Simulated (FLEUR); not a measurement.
# Bi (C2/m) in FLEUR: a series of runs

Runs on Bi. Level: SCAN. Tasks: band structure, equation of state.

Program: FLEUR MaX-R8.1 (later development tree). These are calculated values, not measurements. Logs are shortened: lines on timing, memory, paths and dates and some standing lists are left out, and cuts for length are marked.

### 1 The crystal as given

It takes space group C2/m (No. 12, monoclinic). Conventional cell: a = 6.977 Å, b = 6.265 Å, c = 3.359 Å, α = 90.00°, β = 112.04°, γ = 90.00°. Around Bi (site symmetry m) lie 6 Bi at 3.21 to 3.45 Å.

This isn't the form of Bi at room conditions, which is rhombohedral.

### 2 Band structure, SCAN

inp.xml

```xml
<?xml version="1.0" encoding="UTF-8" standalone="no"?>
<fleurInput fleurInputVersion="0.39">
   <comment>
      Bi                                                                                                  
   </comment>
   <calculationSetup>
      <cutoffs Kmax="4.1" Gmax="12.7" GmaxXC="12.7" numbands="0"/>
      <scfLoop itmax="80" minDistance="0.0001" maxIterBroyd="30" imix="Anderson" alpha="0.05" precondParam="0.0" spinf="2.0" sdNocoIR="T"/>
      <coreElectrons ctail="F" frcor="F" kcrel="0" coretail_lmax="0"/>
      <xcFunctional name="LibXC" relativisticCorrections="F">
         <LibXCName exchange="mgga_x_scan" correlation="mgga_c_scan"/>
         <AuxGGA exchange="117" correlation="130"/>
      </xcFunctional>
      <magnetism jspins="1"/>
      <soc l_soc="F" theta="0.0" phi="0.0" spav="F"/>
      <expertModes spex="0" secvar="F"/>
      <geometryOptimization l_f="F" forcealpha="1.0" forcemix="BFGS" epsdisp="0.00001" epsforce="0.00001"/>
      <ldaU l_linMix="F" mixParam="0.05" spinf="1.0"/>
   </calculationSetup>
   <cell>
      <bzIntegration valenceElectrons="42.0" mode="hist" fermiSmearingEnergy="0.00183747">
         <kPointListSelection listName="default-1"/>
         <!-- k-points included here -->
         <xi:include xmlns:xi="http://www.w3.org/2001/XInclude" href="kpts.xml"> </xi:include>
      </bzIntegration>
      <!-- symmetry operations included here -->
      <xi:include xmlns:xi="http://www.w3.org/2001/XInclude" href="sym.xml"> </xi:include>
      <bulkLattice scale="1.0">
         <bravaisMatrix>
            <row-1>    6.5924947788273105    -5.9197144839472182     0.0000000000000000</row-1>
            <row-2>    6.5924947788273105     5.9197144839472182     0.0000000000000000</row-2>
            <row-3>   -2.3814990026352807     0.0000000000000000     5.8837567752483295</row-3>
         </bravaisMatrix>
      </bulkLattice>
   </cell>
   <atomSpecies>
      <species name="Bismuth (Bi)" element="Bi" atomicNumber="83">
         <mtSphere radius="2.66" gridPoints="879" logIncrement="0.015"/>
         <atomicCutoffs lmax="10" lnonsphr="10"/>
         <electronConfig flipSpins="F">
            <coreConfig>(1s1/2) (2s1/2) (2p1/2) (2p3/2) (3s1/2) (3p1/2) (3p3/2) (4s1/2) (3d3/2) (3d5/2) (4p1/2) (4p3/2) (5s1/2) (4d3/2) (4d5/2) (4f5/2) (4f7/2)</coreConfig>
            <valenceConfig>(5p1/2) (5p3/2) (6s1/2) (5d3/2) (5d5/2) (6p1/2) (6p3/2)</valenceConfig>
            <stateOccupation state="(6p1/2)" spinUp="0.500000" spinDown="0.500000"/>
            <stateOccupation state="(6p3/2)" spinUp="1.000000" spinDown="1.000000"/>
         </electronConfig>
         <energyParameters s="6" p="6" d="5" f="5"/>
         <lo type="SCLO" l="1" n="5" eDeriv="0"/>
         <lo type="SCLO" l="1" n="5" eDeriv="1"/>
         <lo type="SCLO" l="0" n="6" eDeriv="2"/>
         <lo type="SCLO" l="2" n="5" eDeriv="2"/>
         <lo type="SCLO" l="3" n="5" eDeriv="2"/>
      </species>
   </atomSpecies>
   <atomGroups>
      <atomGroup species="Bismuth (Bi)">
         <relPos label="                   1">-.2469390000 -.2469390000 -.1426180000</relPos>
         <relPos label="                   2">.2469390000 .2469390000 .1426180000</relPos>
         <force calculate="T" relaxXYZ="TTT"/>
      </atomGroup>
   </atomGroups>
   <output dos="F" band="F" slice="F">
      <checks vchk="F" cdinf="F"/>
      <bandDOS minEnergy="-.5*Htr" maxEnergy="0.5*Htr" sigma="0.015" storeEVData="T"/>
      <vacuumDOS vacdos="F" integ="F" star="F" nstars="0" locx1="0.0" locy1="0.0" locx2="0.0" locy2="0.0" nstm="0" tworkf="0.0"/>
      <unfoldingBand unfoldBand="F" supercellX="1" supercellY="1" supercellZ="1"/>
      <plotting iplot="0" polar="F">
         <plot TwoD="T" vec1="  1.0  0.0  0.0" vec2="  0.0  1.0  0.0" vec3="  0.0  0.0  1.0" zero="  0.0  0.0  0.0" file="plot"/>
      </plotting>
      <chargeDensitySlicing numkpt="0" minEigenval="0.0" maxEigenval="0.0" nnne="0" pallst="F"/>
      <specialOutput eonly="F"/>
      <moessbauerParams electricFieldGradient="T" isomerShift="T" coreHyperfine="T" valenceHyperfine="T"/>
      <magneticCircularDichroism mcd="F" energyLo="-10.0" energyUp="0.0"/>
   </output>
  <!-- We include the file relax.xml here to enable relaxations (see documentation) -->
  <xi:include xmlns:xi="http://www.w3.org/2001/XInclude" href="relax.xml"> <xi:fallback/> </xi:include>
</fleurInput>
```

crystal.txt

```
Bi
&input cartesian=F /
3.4885980000  -3.1325780000  0.0000000000
3.4885980000  3.1325780000  0.0000000000
-1.2602350000  0.0000000000  3.1135500000
1.8897261246
1.0 1.0 1.0

2
83 0.7530610000  0.7530610000  0.8573820000
83 0.2469390000  0.2469390000  0.1426180000

&kpt div1=6 div2=6 div3=9 gamma=T /
```

inp.xml (bands)

```
<?xml version="1.0" encoding="UTF-8" standalone="no"?>
<fleurInput fleurInputVersion="0.39">
   <comment>
      Bi                                                                                                  
   </comment>
   <calculationSetup>
      <cutoffs Kmax="4.1" Gmax="12.7" GmaxXC="12.7" numbands="0"/>
      <scfLoop itmax="80" minDistance="0.0001" maxIterBroyd="30" imix="Anderson" alpha="0.05" precondParam="0.0" spinf="2.0" sdNocoIR="T"/>
      <coreElectrons ctail="F" frcor="F" kcrel="0" coretail_lmax="0"/>
      <xcFunctional name="LibXC" relativisticCorrections="F">
         <LibXCName exchange="mgga_x_scan" correlation="mgga_c_scan"/>
         <AuxGGA exchange="117" correlation="130"/>
      </xcFunctional>
      <magnetism jspins="1"/>
      <soc l_soc="F" theta="0.0" phi="0.0" spav="F"/>
      <expertModes spex="0" secvar="F"/>
      <geometryOptimization l_f="F" forcealpha="1.0" forcemix="BFGS" epsdisp="0.00001" epsforce="0.00001"/>
      <ldaU l_linMix="F" mixParam="0.05" spinf="1.0"/>
   </calculationSetup>
   <cell>
      <bzIntegration valenceElectrons="42.0" mode="hist" fermiSmearingEnergy="0.00183747">
         <kPointListSelection listName="path-1"/>
         <!-- k-points included here -->
         <xi:include xmlns:xi="http://www.w3.org/2001/XInclude" href="kpts.xml"> </xi:include>
      </bzIntegration>
      <!-- symmetry operations included here -->
      <xi:include xmlns:xi="http://www.w3.org/2001/XInclude" href="sym.xml"> </xi:include>
      <bulkLattice scale="1.0">
         <bravaisMatrix>
            <row-1>    6.5924947788273105    -5.9197144839472182     0.0000000000000000</row-1>
            <row-2>    6.5924947788273105     5.9197144839472182     0.0000000000000000</row-2>
            <row-3>   -2.3814990026352807     0.0000000000000000     5.8837567752483295</row-3>
         </bravaisMatrix>
      </bulkLattice>
   </cell>
   <atomSpecies>
      <species name="Bismuth (Bi)" element="Bi" atomicNumber="83">
         <mtSphere radius="2.66" gridPoints="879" logIncrement="0.015"/>
         <atomicCutoffs lmax="10" lnonsphr="10"/>
         <electronConfig flipSpins="F">
            <coreConfig>(1s1/2) (2s1/2) (2p1/2) (2p3/2) (3s1/2) (3p1/2) (3p3/2) (4s1/2) (3d3/2) (3d5/2) (4p1/2) (4p3/2) (5s1/2) (4d3/2) (4d5/2) (4f5/2) (4f7/2)</coreConfig>
            <valenceConfig>(5p1/2) (5p3/2) (6s1/2) (5d3/2) (5d5/2) (6p1/2) (6p3/2)</valenceConfig>
            <stateOccupation state="(6p1/2)" spinUp="0.500000" spinDown="0.500000"/>
            <stateOccupation state="(6p3/2)" spinUp="1.000000" spinDown="1.000000"/>
         </electronConfig>
         <energyParameters s="6" p="6" d="5" f="5"/>
         <lo type="SCLO" l="1" n="5" eDeriv="0"/>
         <lo type="SCLO" l="1" n="5" eDeriv="1"/>
         <lo type="SCLO" l="0" n="6" eDeriv="2"/>
         <lo type="SCLO" l="2" n="5" eDeriv="2"/>
         <lo type="SCLO" l="3" n="5" eDeriv="2"/>
      </species>
   </atomSpecies>
   <atomGroups>
      <atomGroup species="Bismuth (Bi)">
         <relPos label="                   1">-.2469390000 -.2469390000 -.1426180000</relPos>
         <relPos label="                   2">.2469390000 .2469390000 .1426180000</relPos>
         <force calculate="T" relaxXYZ="TTT"/>
      </atomGroup>
   </atomGroups>
   <output dos="F" band="T" slice="F">
      <checks vchk="F" cdinf="F"/>
      <bandDOS minEnergy="-.5*Htr" maxEnergy="0.5*Htr" sigma="0.015" storeEVData="T"/>
      <vacuumDOS vacdos="F" integ="F" star="F" nstars="0" locx1="0.0" locy1="0.0" locx2="0.0" locy2="0.0" nstm="0" tworkf="0.0"/>
      <unfoldingBand unfoldBand="F" supercellX="1" supercellY="1" supercellZ="1"/>
      <plotting iplot="0" polar="F">
         <plot TwoD="T" vec1="  1.0  0.0  0.0" vec2="  0.0  1.0  0.0" vec3="  0.0  0.0  1.0" zero="  0.0  0.0  0.0" file="plot"/>
      </plotting>
      <chargeDensitySlicing numkpt="0" minEigenval="0.0" maxEigenval="0.0" nnne="0" pallst="F"/>
      <specialOutput eonly="F"/>
      <moessbauerParams electricFieldGradient="T" isomerShift="T" coreHyperfine="T" valenceHyperfine="T"/>
      <magneticCircularDichroism mcd="F" energyLo="-10.0" energyUp="0.0"/>
   </output>
  <!-- We include the file relax.xml here to enable relaxations (see documentation) -->
  <xi:include xmlns:xi="http://www.w3.org/2001/XInclude" href="relax.xml"> <xi:fallback/> </xi:include>
</fleurInput>
```

Potentials or basis: all-electron, FLAPW.

Command:

```console
$ inpgen -f crystal.txt -profile fastHighL
$ # inp.xml edited to the form shown
$ fleur_MPI
$ fleur_MPI   # second run, on inp.xml (bands)
```

The log of the run:

```text
Welcome to FLEUR        (www.flapw.de)
      MaX-Release 8.1          (www.max-centre.eu)
 func_ids         267         263         267         263
 MetaGGA potential functional detected - V_tau will be computed
 Auxiliary Potential for radial basis: exchange=         117  correlation=         130
The functional 'SCAN exchange of Sun, Ruzsinszky, and Perdew' is an exchange functional, it belongs to the 'MGGA' family and is defined in the reference(s):
[1] J. Sun, A. Ruzsinszky, and J. P. Perdew.,  Phys. Rev. Lett. 115, 036402 (2015)
The functional 'SCAN correlation of Sun, Ruzsinszky, and Perdew' is a correlation functional, it belongs to the 'MGGA' family and is defined in the reference(s):
[1] J. Sun, A. Ruzsinszky, and J. P. Perdew.,  Phys. Rev. Lett. 115, 036402 (2015)
 Using same functional for VXC and EXC

 ========== k-point set info ==========
 Selected k-point list: default-1
 k-point list type: mesh
 6 x 6 x 9
 Number of k points: 97

 ------------Calculation Setup---------------------------
 Number of MPI-tasks      :            1
 Number of PE/node        :            1
 Number of OMP-threads    :            1
 Most efficient MPI parallelization for:
           1          97
 Additional eigenvalue parallelization possible
 Number of basis functions:          617
 Approximate size of matrices (H+S) per k-point:         0.006 GB
 --------------------------------------------------------
The functional 'Hammer, Hansen, and Norskov' is an exchange functional, it belongs to the 'GGA' family and is defined in the reference(s):
[1] B. Hammer, L. B. Hansen, and J. K. Nørskov.,  Phys. Rev. B 59, 7413 (1999)
The functional 'Perdew, Burke & Ernzerhof' is a correlation functional, it belongs to the 'GGA' family and is defined in the reference(s):
[1] J. P. Perdew, K. Burke, and M. Ernzerhof.,  Phys. Rev. Lett. 77, 3865 (1996)
[2] J. P. Perdew, K. Burke, and M. Ernzerhof.,  Phys. Rev. Lett. 78, 1396 (1997)
 Using same functional for VXC and EXC
 Using auxiliary GGA potential for the first iteration of MetaGGA calculation.
 Reset of history
 Reset of history
 Iteration:     1   Distance:      52.29953300 me/bohr^3
The functional 'Hammer, Hansen, and Norskov' is an exchange functional, it belongs to the 'GGA' family and is defined in the reference(s):
[1] B. Hammer, L. B. Hansen, and J. K. Nørskov.,  Phys. Rev. B 59, 7413 (1999)
The functional 'Perdew, Burke & Ernzerhof' is a correlation functional, it belongs to the 'GGA' family and is defined in the reference(s):
[1] J. P. Perdew, K. Burke, and M. Ernzerhof.,  Phys. Rev. Lett. 77, 3865 (1996)
[2] J. P. Perdew, K. Burke, and M. Ernzerhof.,  Phys. Rev. Lett. 78, 1396 (1997)
 Using same functional for VXC and EXC
 Iteration:     2   Distance:      49.61940886 me/bohr^3
The functional 'Hammer, Hansen, and Norskov' is an exchange functional, it belongs to the 'GGA' family and is defined in the reference(s):
[1] B. Hammer, L. B. Hansen, and J. K. Nørskov.,  Phys. Rev. B 59, 7413 (1999)
The functional 'Perdew, Burke & Ernzerhof' is a correlation functional, it belongs to the 'GGA' family and is defined in the reference(s):
[1] J. P. Perdew, K. Burke, and M. Ernzerhof.,  Phys. Rev. Lett. 77, 3865 (1996)
[2] J. P. Perdew, K. Burke, and M. Ernzerhof.,  Phys. Rev. Lett. 78, 1396 (1997)
 Using same functional for VXC and EXC
 Iteration:     3   Distance:      47.12198855 me/bohr^3
The functional 'Hammer, Hansen, and Norskov' is an exchange functional, it belongs to the 'GGA' family and is defined in the reference(s):
[1] B. Hammer, L. B. Hansen, and J. K. Nørskov.,  Phys. Rev. B 59, 7413 (1999)
The functional 'Perdew, Burke & Ernzerhof' is a correlation functional, it belongs to the 'GGA' family and is defined in the reference(s):
[1] J. P. Perdew, K. Burke, and M. Ernzerhof.,  Phys. Rev. Lett. 77, 3865 (1996)
[2] J. P. Perdew, K. Burke, and M. Ernzerhof.,  Phys. Rev. Lett. 78, 1396 (1997)
 Using same functional for VXC and EXC
 Iteration:     4   Distance:       1.79820741 me/bohr^3
The functional 'Hammer, Hansen, and Norskov' is an exchange functional, it belongs to the 'GGA' family and is defined in the reference(s):
[1] B. Hammer, L. B. Hansen, and J. K. Nørskov.,  Phys. Rev. B 59, 7413 (1999)
The functional 'Perdew, Burke & Ernzerhof' is a correlation functional, it belongs to the 'GGA' family and is defined in the reference(s):
[1] J. P. Perdew, K. Burke, and M. Ernzerhof.,  Phys. Rev. Lett. 77, 3865 (1996)
[2] J. P. Perdew, K. Burke, and M. Ernzerhof.,  Phys. Rev. Lett. 78, 1396 (1997)
 Using same functional for VXC and EXC
 Iteration:     5   Distance:       1.01105163 me/bohr^3
The functional 'Hammer, Hansen, and Norskov' is an exchange functional, it belongs to the 'GGA' family and is defined in the reference(s):
[... 46 lines left out ...]
 Using same functional for VXC and EXC
 Iteration:    12   Distance:       0.00136859 me/bohr^3
The functional 'Hammer, Hansen, and Norskov' is an exchange functional, it belongs to the 'GGA' family and is defined in the reference(s):
[1] B. Hammer, L. B. Hansen, and J. K. Nørskov.,  Phys. Rev. B 59, 7413 (1999)
The functional 'Perdew, Burke & Ernzerhof' is a correlation functional, it belongs to the 'GGA' family and is defined in the reference(s):
[1] J. P. Perdew, K. Burke, and M. Ernzerhof.,  Phys. Rev. Lett. 77, 3865 (1996)
[2] J. P. Perdew, K. Burke, and M. Ernzerhof.,  Phys. Rev. Lett. 78, 1396 (1997)
 Using same functional for VXC and EXC
 Iteration:    13   Distance:       0.00107960 me/bohr^3
The functional 'Hammer, Hansen, and Norskov' is an exchange functional, it belongs to the 'GGA' family and is defined in the reference(s):
[1] B. Hammer, L. B. Hansen, and J. K. Nørskov.,  Phys. Rev. B 59, 7413 (1999)
The functional 'Perdew, Burke & Ernzerhof' is a correlation functional, it belongs to the 'GGA' family and is defined in the reference(s):
[1] J. P. Perdew, K. Burke, and M. Ernzerhof.,  Phys. Rev. Lett. 77, 3865 (1996)
[2] J. P. Perdew, K. Burke, and M. Ernzerhof.,  Phys. Rev. Lett. 78, 1396 (1997)
 Using same functional for VXC and EXC
 Iteration:    14   Distance:       0.00038387 me/bohr^3
The functional 'Hammer, Hansen, and Norskov' is an exchange functional, it belongs to the 'GGA' family and is defined in the reference(s):
[1] B. Hammer, L. B. Hansen, and J. K. Nørskov.,  Phys. Rev. B 59, 7413 (1999)
The functional 'Perdew, Burke & Ernzerhof' is a correlation functional, it belongs to the 'GGA' family and is defined in the reference(s):
[1] J. P. Perdew, K. Burke, and M. Ernzerhof.,  Phys. Rev. Lett. 77, 3865 (1996)
[2] J. P. Perdew, K. Burke, and M. Ernzerhof.,  Phys. Rev. Lett. 78, 1396 (1997)
 Using same functional for VXC and EXC
 Iteration:    15   Distance:       0.00005429 me/bohr^3

 ********************************************************************
 Run finished successfully
 Stop message:
   all done
 ********************************************************************
```

It took 3.5 min on 1 thread of Arm Neoverse V2, shared host; peak memory 0.14 GiB.

What came out:

```yaml
Free_energy: -1174432.5903 eV
Band_gap_along_the_path: none (metal or under the smearing width)
Valence_electrons_inside_the_program's_atomic_spheres: Bi 18.83 (radii Bi 2.66 bohr)
```

Levels at the corners of the path, in eV from the Fermi level:
```tsv
point	band 18	band 19	band 20	band 21	band 22	band 23	band 24	band 25
Γ	-9.53	-3.28	-2.94	3.15	3.34	3.88	4.24	4.35
Y	-9.77	-3.37	-2.80	-2.29	-0.66	1.84	2.05	6.52
F	-8.93	-3.39	-2.55	-2.13	-1.42	1.76	2.61	5.68
H	-9.40	-2.98	-2.03	0.67	1.03	2.24	3.47	4.37
Z	-9.30	-4.11	-2.66	-1.79	1.21	1.46	1.81	6.87
I	-9.69	-3.94	-3.05	-2.43	-0.47	1.46	1.80	6.73
F1	-8.93	-3.39	-2.55	-2.13	-1.42	1.76	2.61	5.68
H1	-9.40	-2.98	-2.03	0.67	1.03	2.24	3.47	4.37
Y1	-9.77	-3.37	-2.80	-2.29	-0.66	1.84	2.05	6.52
X	-11.48	-5.11	-5.05	3.28	4.07	5.34	5.68	9.68
Γ	-9.53	-3.28	-2.94	3.15	3.34	3.88	4.24	4.35
N	-9.44	-4.44	-3.30	-1.94	0.86	2.19	2.37	6.43
M	-11.96	-1.12	-0.89	-0.75	-0.70	3.53	4.72	8.41
Γ	-9.53	-3.28	-2.94	3.15	3.34	3.88	4.24	4.35
```

Core levels (eV from the Fermi level):
```tsv
atom	levels
1 Bi	1s1/2 -90522.6, 2s1/2 -16246.3, 2p1/2 -15605.4, 2p3/2 -13285.3, 3s1/2 -3918.0, 3p1/2 -3629.2, 3p3/2 -3109.7, 4s1/2 -896.1, 3d3/2 -2638.2, 3d5/2 -2528.0, 4p1/2 -770.6, 4p3/2 -642.6, 5s1/2 -152.8, 4d3/2 -439.0, 4d5/2 -415.1, 4f5/2 -150.9, 4f7/2 -145.4
2 Bi	1s1/2 -90522.6, 2s1/2 -16246.3, 2p1/2 -15605.4, 2p3/2 -13285.3, 3s1/2 -3918.0, 3p1/2 -3629.2, 3p3/2 -3109.7, 4s1/2 -896.1, 3d3/2 -2638.2, 3d5/2 -2528.0, 4p1/2 -770.6, 4p3/2 -642.6, 5s1/2 -152.8, 4d3/2 -439.0, 4d5/2 -415.1, 4f5/2 -150.9, 4f7/2 -145.4
```

Caveat: the meta-GGA is that of a development version, with a GGA for the radial functions and cores and without core tails; spin-orbit coupling is left out, which moves the levels of the heavy elements.

### 3 Equation of state, SCAN, 31.98 Å³/atom (volume scaled by 0.94)

inp.xml: that of step 2 with these lines changed.

```diff
@@ -27,3 +27,3 @@
       <xi:include xmlns:xi="http://www.w3.org/2001/XInclude" href="sym.xml"> </xi:include>
-      <bulkLattice scale="1.0">
+      <bulkLattice scale="0.9795861087">
          <bravaisMatrix>
```

Potentials or basis: all-electron, FLAPW.

Command:

```console
$ inpgen -f crystal.txt -profile fastHighL
$ # inp.xml edited to the form shown
$ fleur_MPI
```

Run time: 3.3 min. Hardware: 1 thread of Arm Neoverse V2, shared host; peak memory 0.15 GiB.

The run converged. Its results:

```yaml
Free_energy: -1174432.5899 eV
Band_gap_on_the_k_mesh: none (metal or under the smearing width)
Valence_electrons_inside_the_program's_atomic_spheres: Bi 18.88 (radii Bi 2.66 bohr)
```

Caveat: the meta-GGA is that of a development version, with a GGA for the radial functions and cores and without core tails; spin-orbit coupling is left out, which moves the levels of the heavy elements.

### 4 Equation of state, SCAN, 32.66 Å³/atom (volume scaled by 0.96)

inp.xml: that of step 3 with these lines changed.

```diff
@@ -27,3 +27,3 @@
       <xi:include xmlns:xi="http://www.w3.org/2001/XInclude" href="sym.xml"> </xi:include>
-      <bulkLattice scale="0.9795861087">
+      <bulkLattice scale="0.9864848297">
          <bravaisMatrix>
```

Command:

```console
$ inpgen -f crystal.txt -profile fastHighL
$ # inp.xml edited to the form shown
$ fleur_MPI
```

It took 3.4 min on 1 thread of Arm Neoverse V2, shared host; peak memory 0.15 GiB.

Results (log left out):

* Free energy: -1174432.5998 eV
* Band gap on the k mesh: none (metal or under the smearing width)
* Valence electrons inside the program's atomic spheres: Bi 18.86 (radii Bi 2.66 bohr)

Caveat: the meta-GGA is that of a development version, with a GGA for the radial functions and cores and without core tails; spin-orbit coupling is left out, which moves the levels of the heavy elements.

### 5 Equation of state, SCAN, 34.03 Å³/atom

inp.xml: that of step 4 with these lines changed.

```diff
@@ -27,3 +27,3 @@
       <xi:include xmlns:xi="http://www.w3.org/2001/XInclude" href="sym.xml"> </xi:include>
-      <bulkLattice scale="0.9864848297">
+      <bulkLattice scale="1.0000000000">
          <bravaisMatrix>
```

Command:

```console
$ inpgen -f crystal.txt -profile fastHighL
$ # inp.xml edited to the form shown
$ fleur_MPI
```

Wall time 3.3 min (1 thread of Arm Neoverse V2, shared host); peak memory 0.14 GiB.

Results (log left out):

```
Free energy                                           : -1174432.5903 eV
Band gap on the k mesh                                : none (metal or under the smearing width)
Valence electrons inside the program's atomic spheres : Bi 18.83 (radii Bi 2.66 bohr)
```

Caveat: the meta-GGA is that of a development version, with a GGA for the radial functions and cores and without core tails; spin-orbit coupling is left out, which moves the levels of the heavy elements.

(Continued in part 2 of 2.)
